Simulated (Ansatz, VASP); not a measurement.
**C in VASP and in Ansatz**

File INCAR:

```
PREC     = Accurate       # precision mode
ENCUT    = 520            # plane-wave cutoff, eV
EDIFF    = 1E-7           # SCF threshold, eV
ISMEAR   = -1             # smearing method
SIGMA    = 0.1            # smearing width, eV
LREAL    = F              # projectors in reciprocal space
LASPH    = T              # aspherical terms in the spheres
NELM     = 80             # most SCF steps
ALGO     = Normal         # electronic algorithm
ISIF     = 2              # what is computed and relaxed
LWAVE    = F              # write WAVECAR
LCHARG   = F              # write CHGCAR
GGA      = PE             # functional
NBANDS   = 8              # bands
```

The input KPOINTS:

```
Automatic mesh
0
Gamma
  25 25 25
```

Contents of POSCAR:

```
C
1.0
   -1.0785101213      1.0785101213      1.0785101213
    1.0785101213     -1.0785101213      1.0785101213
    1.0785101213      1.0785101213     -1.0785101213
C
1
Direct
    0.0000000000      0.0000000000      0.0000000000
```

Input for Ansatz:

```yaml
crystal:
  lattice:
    - [-1.0785101213, 1.0785101213, 1.0785101213]
    - [1.0785101213, -1.0785101213, 1.0785101213]
    - [1.0785101213, 1.0785101213, -1.0785101213]
  atoms:
    - { symbol: C, position: [0.0, 0.0, 0.0] }
kpoints:
  mp_grid: { grid: [25, 25, 25] }
scf:
  occupations: { method: fermi_dirac, width: 0.1 }
hamiltonian:
  xc: pbe
  pseudopotentials: { kind: all_electron, lapw: { basis_error: 0.001 } }
output:
  forces: true
  stress: true
  eigenvalues: true
  populations: true
```

Change from the starting cell: volume scaled by 0.75, LAPW.

Alike in both runs: task single point; functional PBE; k mesh 25 × 25 × 25; occupations fermi-dirac, width 0.1 eV; no spin polarisation.

```csv
,VASP,Ansatz
version,VASP 6.6.1,Ansatz 0.2.0
potentials or method,"VASP PAW PBE potentials, release 64 (C)","all-electron LAPW, scalar-relativistic"
plane-wave cutoff (eV),520,see its input
```

VASP gave:

```
pressure (GPa) : 96.1
```

Problem. Which values does Ansatz return?

Solution. Pressure (GPa): 95.6.

Ansatz ran all-electron here, so the differences hold the error of VASP's frozen core and of both bases.

Caveats: the cell as given lies far from equilibrium; so large a pressure means that the cell lies far from this level's equilibrium, or that cutoff or potentials fall short (VASP).
